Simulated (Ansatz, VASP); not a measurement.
Br: VASP beside Ansatz

Contents of INCAR:

```
PREC = Accurate
ENCUT = 520
EDIFF = 1E-7
ISMEAR = -1
SIGMA = 0.05
LREAL = False
LASPH = True
NELM = 80
ALGO = Normal
ISIF = 2
LWAVE = False
LCHARG = False
GGA = PS
NBANDS = 22
```

KPOINTS

```
Automatic mesh
0
Gamma
  7 7 3
```

Contents of POSCAR:

```
Br
1.0
    3.2945929801     -2.2751377168      0.0000000000
    3.2945929801      2.2751377168      0.0000000000
    0.0000000000      0.0000000000      8.5246521939
Br
4
Direct
    0.3651000000      0.6349000000      0.3901000000
    0.1349000000      0.8651000000      0.8901000000
    0.6349000000      0.3651000000      0.6099000000
    0.8651000000      0.1349000000      0.1099000000
```

input.yaml

```yaml
crystal:
  lattice:
    - [3.2945929801, -2.2751377168, 0.0]
    - [3.2945929801, 2.2751377168, 0.0]
    - [0.0, 0.0, 8.5246521939]
  atoms:
    - { symbol: Br, position: [0.3651, 0.6349, 0.3901] }
    - { symbol: Br, position: [0.1349, 0.8651, 0.8901] }
    - { symbol: Br, position: [0.6349, 0.3651, 0.6099] }
    - { symbol: Br, position: [0.8651, 0.1349, 0.1099] }
hamiltonian:
  xc: pbesol
  pseudopotentials: { kind: paw }
kpoints:
  mp_grid: { grid: [7, 7, 3] }
scf:
  occupations: { method: fermi_dirac, width: 0.05 }
output:
  forces: true
  stress: true
  eigenvalues: true
```

Change from the starting cell: volume scaled by 0.94.

Alike in both runs: task single point; functional PBEsol; k mesh 7 × 7 × 3; occupations fermi-dirac, width 0.05 eV; no spin polarisation.

|  | VASP | Ansatz |
| --- | --- | --- |
| version | VASP 6.6.1 | Ansatz 0.2.0 |
| potentials or method | VASP PAW PBE potentials, release 64 (Br) | Ansatz PAW |
| plane-wave cutoff (eV) | 520 | 420 |
| valence electrons in the cell | 28 | 28 |

```tsv
	VASP	Ansatz	Ansatz less VASP
gap on the k mesh at the Fermi level (eV)	2.03	2.03	-0.001
least direct gap on the mesh (eV)	2.05	2.05	-0.001
pressure (GPa)	2.1	2.1	-0.06
largest component of the traceless stress (GPa)	2.62	2.55	-0.071
rms of the force components (eV/Å)	0.884	0.864	-0.0193
```

Atom by atom the forces differ by 0.019 eV/Å (rms over components).

Caveats: the PAW data sets were made with another functional, which shifts forces and pressure a little (VASP); an odd mesh through Γ misses points on the zone boundary, where band edges often lie (VASP); odd divisions of the mesh miss points on the zone boundary, where band edges often lie, so the gap on the mesh can be too wide (Ansatz); the PAW data sets come from PBE, with cores solved anew for the run's functional, which leaves a small shift of forces and pressure (Ansatz); forces of over 1 eV/Å show positions far from the minimum, so gaps and moduli don't describe the material at rest (Ansatz).
